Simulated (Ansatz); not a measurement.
# C3H9N: the cost of one run

Computed with Ansatz 0.2.0 (the levels named in each step, unless a step's input says otherwise).

### Step 1. The system as given

Bond lengths: C1–C2 1.523 Å, C2–C3 1.535 Å, C3–N4 1.452 Å, C1–H5 1.089 Å, C1–H6 1.087 Å, C1–H7 1.087 Å, C2–H8 1.094 Å, C2–H9 1.094 Å, C3–H10 1.092 Å, C3–H11 1.096 Å, N4–H12 1.015 Å, N4–H13 1.016 Å. Angles (14 of 21 angles, heavy atoms first): C1–C2–C3 111.8°, C2–C3–N4 114.9°, C1–C2–H8 109.5°, C1–C2–H9 109.5°, C3–C2–H8 109.2°, C3–C2–H9 109.0°, C2–C1–H5 110.4°, C2–C1–H6 110.6°, C2–C1–H7 110.5°, C2–C3–H10 109.5°, C2–C3–H11 109.3°, N4–C3–H10 107.6°, N4–C3–H11 107.3°, C3–N4–H12 110.2°.

Structure file:

```xyz
13

C     1.9324   -0.0563    0.2813
C     0.5140    0.4957    0.3264
C    -0.4951   -0.4710   -0.3090
N    -1.8715   -0.0082   -0.3056
H     1.9897   -1.0005    0.8202
H     2.6298    0.6423    0.7375
H     2.2414   -0.2295   -0.7460
H     0.4778    1.4523   -0.2029
H     0.2258    0.6801    1.3656
H    -0.4673   -1.4269    0.2185
H    -0.2149   -0.6536   -1.3523
H    -1.9464    0.8717   -0.8051
H    -2.1799    0.1563    0.6482
```

### Step 2. A rough first relaxation, PBE-D4/def2-SVP

This run stands in another session on the same molecule. It ended at:

```xyz
13

C     1.9464   -0.0526    0.2865
C     0.5151    0.4847    0.3211
C    -0.5160   -0.4649   -0.3117
N    -1.9041   -0.0148   -0.3130
H     2.0288   -1.0166    0.8313
H     2.6650    0.6533    0.7492
H     2.2835   -0.2357   -0.7556
H     0.4649    1.4659   -0.2038
H     0.2118    0.6899    1.3732
H    -0.4692   -1.4489    0.2081
H    -0.2168   -0.6754   -1.3637
H    -1.9704    0.8908   -0.7978
H    -2.2033    0.1768    0.6531
```

### Step 3. Relaxation, r2SCAN-D4/def2-TZVPP

The input, input.yaml:

```yaml
crystal:
  periodic: [false, false, false]
  atoms:
    - { symbol: C, position_ang: [1.94635683, -0.05257686, 0.28647099] }
    - { symbol: C, position_ang: [0.51514844, 0.48467126, 0.32114265] }
    - { symbol: C, position_ang: [-0.51596788, -0.46493433, -0.31166407] }
    - { symbol: "N", position_ang: [-1.90411583, -0.01484367, -0.31299699] }
    - { symbol: H, position_ang: [2.02879789, -1.0166216, 0.83134883] }
    - { symbol: H, position_ang: [2.66503279, 0.6532732, 0.74919622] }
    - { symbol: H, position_ang: [2.28352193, -0.23567232, -0.75557795] }
    - { symbol: H, position_ang: [0.4648533, 1.46594664, -0.20375086] }
    - { symbol: H, position_ang: [0.21176143, 0.6899172, 1.37317415] }
    - { symbol: H, position_ang: [-0.46916855, -1.44892752, 0.2081256] }
    - { symbol: H, position_ang: [-0.21683182, -0.67544599, -1.36371895] }
    - { symbol: H, position_ang: [-1.97044504, 0.89080597, -0.7978444] }
    - { symbol: H, position_ang: [-2.20331348, 0.17680801, 0.65314476] }
basis:
  gaussian: { orbitals: def2-TZVPP }
hamiltonian:
  xc: r2scan
  dispersion: d4
relax:
  f_tol: 0.004
  max_steps: 150
```

Command:

```
ansatz run input.yaml --threads 4 --pin off --max-ram 10240MiB --backend cpu --events-out ev --progress --plain --runs-dir out
```

What time and memory should one allow on 4 threads of Intel Xeon Platinum 8488C (Sapphire Rapids), shared host?

About 16 s, with a peak of 0.32 GiB.
